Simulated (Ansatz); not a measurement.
Below is a relaxed structure of WC. The cell was found from a structure generator's guess, not taken from experiment.

Level of theory: DFT PBE, scalar-relativistic, plane waves, PAW (Ansatz 0.2.0). Cutoff 420 eV, Γ-centred mesh, Gaussian smearing, no spin polarisation.

```
W C
1.0
     2.97542    0.00000    0.00000
    -1.48771    2.57679    0.00000
     0.00000    0.00000   11.03158
W C
4 4
Direct
  0.66667 0.33333 0.87785
  0.33333 0.66667 0.12215
  0.33333 0.66667 0.37785
  0.66667 0.33333 0.62215
  0.00000 0.00000 0.00000
  0.00000 0.00000 0.50000
  0.66667 0.33333 0.25000
  0.33333 0.66667 0.75000
```

Energies over the elements count from the elements' standard structures at the same level, with no fitted energy shifts.

(1) What space group does it have?

(2) How far does it lie from the elements in energy?

(3) Is it a metal?

(4) From what recipe could a structure generator have reached it?

Results:

(1) P6_3/mmc (No. 194). Conventional cell: a = 2.975 Å, c = 11.032 Å. Around W lie 6 C at 2.18–2.22 Å and 7 W at 2.82–2.98 Å; C on a site of symmetry -3m has 6 W at 2.18 Å; around C on a site of symmetry -6m2 lie 6 W at 2.22 Å.

(2) +0.18 eV/atom. The separate elements lie lower, so it is unstable against them.

(3) Yes, bands cross the Fermi level on the 12×12×4 mesh.

(4) One such recipe: 6-connected net, two elements alternating (P6_3/mmc, No. 194). Other recipes can lead to the same cell.

The last run used a 12×12×4 mesh (in the run's order of axes) for its 8-atom cell and Gaussian smearing of 0.10 eV. These runs have no spin–orbit coupling, which can matter for W. The reference form of C is held partly by dispersion forces, which this level lacks. A structure relaxed within its symmetry needn't be a true minimum.
